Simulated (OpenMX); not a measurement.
GaP under changes of volume

One of the cells (20.240 Å³/atom); the others are scaled copies at fixed shape and fractional positions:

```xyz
2
Lattice="0.0000 2.7252 2.7252 2.7252 0.0000 2.7252 2.7252 2.7252 0.0000" Properties=species:S:1:pos:R:3 pbc="T T T"
Ga    0.0000    0.0000    0.0000
P     4.0879    4.0879    4.0879
```

* Program: OpenMX 3.8.5
* Functional: PBE
* Potentials or basis: OpenMX 2013 PBE set, Ga7.0-s2p2d1, P7.0-s2p2d1, fixed grid of 42 × 42 × 42 points
* k mesh: 9 × 9 × 9
* Occupations: fermi-dirac, width 0.05 eV
* Spin: no spin polarisation

```csv
volume (Å³/atom),energy over the lowest point (meV/atom),gap on the mesh (eV)
19.026,?,?
19.431,56.03,1.85
19.836,35.10,1.89
20.240,19.27,1.89
20.645,8.47,1.79
21.050,2.35,1.60
21.455,0.00,1.43
```

What does the run at 19.026 Å³/atom give?

Energy over the lowest point 83.28 meV/atom; gap on the mesh 1.80 eV.

Worked out: A Birch-Murnaghan fit of order 3 (a polynomial in V^(-2/3)) to the other rows has its minimum at 21.48 Å³/atom, just outside them, with B0 = V·E''(V) = 78 GPa and B' = 3.7. It gives 83.00 meV/atom at 19.026 Å³/atom, against the run's 83.28. A parabola through the other rows of the gap, of slope 7.57 eV per unit of ln V there, extrapolates to 1.73 eV, against the run's 1.80.

Energies are extrapolated to zero smearing.

Caveats: the basis has few d functions beyond the semicore shells, which can make volumes several per cent too large; an odd mesh through Γ misses points on the zone boundary, where band edges often lie; the basis of atomic orbitals isn't converged, which shifts pressures, moduli and gaps. Spin-orbit coupling on Ga is left out.
